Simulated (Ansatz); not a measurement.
One structure, 3 elements: NaI, KI, CsI

Plane-wave DFT in Ansatz with scalar-relativistic PAW potentials, cutoff 420 eV, Γ-centred meshes chosen by cell and gap, Gaussian smearing with energies taken to zero width. Every cell was relaxed (cell and atoms) in a run of its own, within the symmetry of its start. Functional: PBE.

All members share space group Pm-3m and the same sites; only the element on one set of sites changes (Na, K, Cs). Members needn't be the stable form of their composition. Energies over the elements, where given, are against the elements' standard states in the same functional (H₂, N₂, O₂ and halogens uncorrected, Hg as a solid). The first member:

Space group Pm-3m (No. 221). a = 4.062 Å, b = 4.062 Å, c = 4.062 Å, α = 90.00°, β = 90.00°, γ = 90.00°
```tsv
atom	site	symmetry	x	y	z
Na	1a	m-3m	0.0000	0.0000	0.0000
I	1b	m-3m	0.5000	0.5000	0.5000
```

| compound | V (Å³/atom) | a (Å) | gap on mesh (eV) | energy over elements (eV/atom) |
| --- | --- | --- | --- | --- |
| NaI | 33.52 | 4.062 | 2.28 | -1.124 |
| CsI | 50.77 | 4.665 | 3.69 | -1.541 |

Question: Predict the member with K.

Answer: V (Å³/atom) 40.87, a (Å) 4.340, gap on mesh (eV) 3.25, energy over elements (eV/atom) -1.433. Interpolating linearly in period between Na and Cs would give 39.27 Å³/atom (3.9 % too small) and a gap of 2.75 eV, with -1.263 eV/atom over the elements. Over the whole series the volume grows at each step down the group; the gap widens; binding against the elements strengthens.

Spin-orbit coupling is left out, which matters for the bands of heavy elements.